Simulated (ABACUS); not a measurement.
Input of an ABACUS 3.10.1 run:

File INPUT:

```
INPUT_PARAMETERS
suffix              BN
calculation         scf
basis_type          pw
pseudo_dir          ./
symmetry            1
dft_functional      MGGA_X_RSCAN+MGGA_C_RSCAN
ecutwfc             97
pseudo_rcut         10
nspin               1
nbands              14
ks_solver           dav
smearing_method     fd
smearing_sigma      0.00367493
scf_thr             1e-08
scf_nmax            100
mixing_type         broyden
mixing_beta         0.7
cal_force           1
cal_stress          1
mixing_tau          1
out_chg             1
kpar                4
```

File STRU:

```
ATOMIC_SPECIES
N 14.0070 N_ONCV_PBE-1.2.upf
B 10.8100 B_ONCV_PBE-1.2.upf

LATTICE_CONSTANT
1.8897261246

LATTICE_VECTORS
1.2511217832 0.7223354983 3.3729344033
-1.2511217832 0.7223354983 3.3729344033
0.0000000000 -1.4446709966 3.3729344033

ATOMIC_POSITIONS
Cartesian

N
0.0
1
0.0000000000 0.0000000000 6.7516520399 1 1 1

B
0.0
1
0.0000000000 0.0000000000 0.0033270625 1 1 1
```

File KPT:

```
K_POINTS
0
Gamma
8 8 8 0 0 0
```

Potentials or basis: SG15 ONCV 1.2 PBE, plane waves.

Command:

```console
$ OMP_NUM_THREADS=1 mpirun -np 4 abacus > log
```

(1) What does it give for the largest force?

(2) What does it give for the band gap on the k mesh?

(3) Predict the pressure.

Results:

(1) 0.013 eV/Å.

(2) 4.84 eV, indirect (least direct gap 5.58 eV).

(3) -2.2 GPa.

Caveat: the potentials were made for another functional, which shifts forces and pressure.
